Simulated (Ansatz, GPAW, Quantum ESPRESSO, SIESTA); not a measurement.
# Sb: 4 runs at one level of theory

```
Sb
1.0
    -1.87134    1.87134    1.87134
     1.87134   -1.87134    1.87134
     1.87134    1.87134   -1.87134
Sb
1
Cartesian
  0.0000 0.0000 0.0000
```

This isn't the form of Sb at room conditions, which is rhombohedral.

Alike in all runs: task band structure; functional PBEsol; k mesh 10 × 10 × 10; occupations fermi-dirac, width 0.05 eV; no spin polarisation; no spin-orbit coupling. Pressure is positive in compression and, in plane waves, holds the error of the finite cutoff.

| program and potentials | plane-wave cutoff (eV) | notes | pressure (GPa) |
| --- | --- | --- | --- |
| Quantum ESPRESSO, PseudoDojo 0.4.1 SR PBEsol standard | 1088 | - | -0.04 |
| SIESTA, files PseudoDojo sr-pbesol-0.4.1-standard, DZP (energy shift 0.003 Ry; two zetas on semicore shells) | - | atomic basis | 1.82 |
| Ansatz, all-electron LAPW, scalar-relativistic | - | - | 0.00 |
| GPAW, PAW data sets generated for this functional | 600 | - | -0.37 |

The pressure spans -0.37 (GPAW, PAW data sets generated for this functional) to 1.82 GPa (SIESTA, files PseudoDojo sr-pbesol-0.4.1-standard, DZP (energy shift 0.003 Ry; two zetas on semicore shells)), with all-electron results at 0.00. The pressure on the cell as given of SIESTA, files PseudoDojo sr-pbesol-0.4.1-standard, DZP (energy shift 0.003 Ry; two zetas on semicore shells) lies far from the others; the cause wasn't traced. Rows in atomic bases carry the error of their basis and grid, which can be large.

Differences between rows come from potentials, basis sets and numerical settings, since the functional is the same but for its coding. Runs on potential files found faulty are left out.
